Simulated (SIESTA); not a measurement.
Crystal: Pd.

```
Pd
1.0
     0.00000    1.94650    1.94650
     1.94650    0.00000    1.94650
     1.94650    1.94650    0.00000
Pd
1
Direct
  0.00000 0.00000 0.00000
```

| Item | Value |
| --- | --- |
| Program | SIESTA 5.4.2 |
| Task | single point |
| Functional | PBEsol |
| Potentials or basis | PseudoDojo 0.4 standard (PBEsol files) |
| Basis | DZP (energy shift 0.003 Ry; two zetas on semicore shells) |
| Grid cutoff | 800 Ry |
| Energy shift | 0.003 Ry |
| k mesh | 12 × 12 × 12 |
| Occupations | fermi-dirac, width 0.05 eV |
| Spin | no spin polarisation |

On this cell: pressure -2.4 GPa; band gap on the k mesh none (metal or under the smearing width).

The same run follows on a disturbed copy (cell strained at random at fixed volume):

```xyz
1
Lattice="-0.0111 1.9552 1.9419 1.9711 0.0063 1.9244 1.9644 1.9311 0.0130" Properties=species:S:1:pos:R:3 pbc="T T T"
Pd   -0.0396    0.0408    0.0136
```

Question: What changes?

Answer: The energy (extrapolated to zero smearing) moves by +1.9 meV/atom; pressure -2.3 GPa; band gap on the k mesh none (metal or under the smearing width).

Stress tensor (GPa, compression positive):
```
-3.04  0.61  0.20
 0.61 -2.02 -1.52
 0.20 -1.52 -1.78
```

Caveats: the basis of atomic orbitals isn't converged, which shifts pressures, moduli and gaps.
